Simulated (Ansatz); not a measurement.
A one-shot G0W0 calculation of Si (Fd-3m) from a database structure with Ansatz 0.2.0, at the level G0W0@PBE with 151 empty bands, a screening cutoff of 140 eV and a 4×4×4 mesh. Cell and atoms come from a relaxation with r2SCAN.

Input (YAML):
```yaml
crystal:
  lattice:
    - [0.0, 2.7221197378, 2.7221197378]
    - [2.7221197378, 0.0, 2.7221197378]
    - [2.7221197378, 2.7221197378, 0.0]
  atoms:
    - { symbol: Si, position: [0.25, 0.25, 0.25] }
    - { symbol: Si, position: [0.0, 0.0, 0.0] }
kpoints:
  mp_grid: { grid: [4, 4, 4] }
hamiltonian:
  xc: pbe
scf:
  occupations: { method: fixed }
gw:
  n_empty_bands: 151
  ecut_chi: 140
  qp_bands: [v2, c2]
  qp_kpoints: band_edges
  screening: { model: godby_needs }
```

Command: `ansatz run input.yaml --threads 4 --pin off --max-ram 5529MiB --backend cpu --events-out ev --progress --plain --runs-dir out`.

Q: It took 3.1 s on 4 threads of Intel(R) Xeon(R) 6975P-C (Granite Rapids), on a shared host. What peak of host memory did it reach?

A: About 0.43 GiB.

The log, with set-up remarks and timings taken out:
```
Functional definition: PBE
Crystal: 2 atoms, lattice volume = 40.341 Å³
Basis set: ecut = 420 eV, 749 PW (Γ)
Bands: 8, of which v1, the nominal top of the filled ones, is band 4 counted from 1 (3 counted from 0)
Symmetry: 48 space group operations
Space group: Fd-3m (ITA 227)
k-points: 8 of 64
SCF converged after 6 iterations
Free energy (F): -1271.431027 eV
Fermi energy:    6.195167 eV
--- Band table (eV; the first three rows and the last of 8) ---
  k-point 0: bands = [-5.7237, 6.1952, 6.1952, 6.1952, 8.7346, 8.7346, 8.7346, 9.4765]
  k-point 1: bands = [-4.9286, 2.2757, 5.4365, 5.4365, 8.1879, 9.6756, 9.6756, 13.0514]
  k-point 2: bands = [-3.4085, -0.7486, 4.9988, 4.9988, 7.6976, 9.5157, 9.5157, 13.8957]
  k-point 7: bands = [-1.4417, -1.4417, 2.3623, 2.3623, 10.4528, 10.4528, 11.1546, 11.1546]
--- G₀W₀: ω_p = 16.5358 eV, 64 q-points, 151 empty bands' worth ---
    ik  band        ε_KS         Σx   Σc(E_QP)       V_xc       Z   E_QP_lin       E_QP  E_QP is
     0     3      6.1952   -14.8776     1.1707   -13.2634  0.7666     5.7505     5.7516  root
     0     4      6.1952   -14.8776     1.1707   -13.2634  0.7666     5.7505     5.7516  root
     0     5      8.7346    -6.9414    -4.3560   -11.4622  0.7672     8.8997     8.8995  root
     0     6      8.7346    -6.9414    -4.3560   -11.4622  0.7672     8.8997     8.8995  root
     1     3      5.4365   -14.7789     1.3634   -12.9633  0.7628     4.9830     4.9844  root
     1     4      5.4365   -14.7789     1.3634   -12.9633  0.7628     4.9830     4.9844  root
     1     5      8.1879    -7.7440    -4.3156   -12.2010  0.7714     8.3294     8.3292  root
     1     6      9.6756    -6.6431    -4.6285   -11.4397  0.7646     9.8442     9.8438  root
     2     3      4.9988   -15.0404     1.6110   -12.9508  0.7593     4.5186     4.5202  root
     2     4      4.9988   -15.0404     1.6110   -12.9508  0.7593     4.5186     4.5202  root
     2     5      7.6976    -7.9099    -4.1912   -12.2272  0.7737     7.8237     7.8236  root
     2     6      9.5157    -5.8676    -4.6112   -10.6281  0.7698     9.6652     9.6650  root
     3     3      4.3116   -14.6672     1.7574   -12.4221  0.7565     3.8220     3.8238  root
     3     4      4.3116   -14.6672     1.7574   -12.4221  0.7565     3.8220     3.8238  root
     3     5      7.3146    -6.5083    -3.9845   -10.5314  0.7774     7.3531     7.3531  root
     3     6      9.3100    -5.4654    -4.5906   -10.1201  0.7743     9.3740     9.3740  root
     6     3      3.3538   -15.0158     2.2421   -12.2425  0.7482     2.8195     2.8225  root
     6     4      3.3538   -15.0158     2.2421   -12.2425  0.7482     2.8195     2.8225  root
     6     5      6.9015    -5.9313    -3.9397    -9.8628  0.7822     6.8933     6.8933  root
     6     6      6.9015    -5.9313    -3.9397    -9.8628  0.7822     6.8933     6.8933  root
     7     3      2.3623   -14.2041     2.3642   -11.3022  0.7422     1.8232     1.8247  root
     7     4      2.3623   -14.2041     2.3642   -11.3022  0.7422     1.8232     1.8247  root
     7     5     10.4528    -5.8054    -4.6608   -10.4874  0.7687    10.4739    10.4740  root
     7     6     10.4528    -5.8054    -4.6608   -10.4874  0.7687    10.4739    10.4740  root
```

The rows of the band table are 0: (0, 0, 0) = Γ, 1: (0, 0, 1/4), 2: (0, 0, -1/2), 7: (1/4, -1/2, -1/4).

The points are ik 0 = (0, 0, 0) (Γ), ik 1 = (0, 0, 1/4), ik 2 = (0, 0, -1/2), ik 3 = (0, 1/4, 1/4), ik 6 = (0, -1/2, -1/2), ik 7 = (1/4, -1/2, -1/4); band 4 is the last filled one.

The quasiparticle gap on this mesh is 1.14 eV (Γ to k = (0, -1/2, -1/2)), against 0.71 eV from PBE: +0.43 eV. Renormalisation factors Z lie between 0.74 and 0.78. G0W0 values are finite-basis, finite-mesh values.

No spin polarisation and no zero-point or thermal motion.

For so narrow a gap this mesh doesn't settle the screening, and the bands and cutoff are finite.
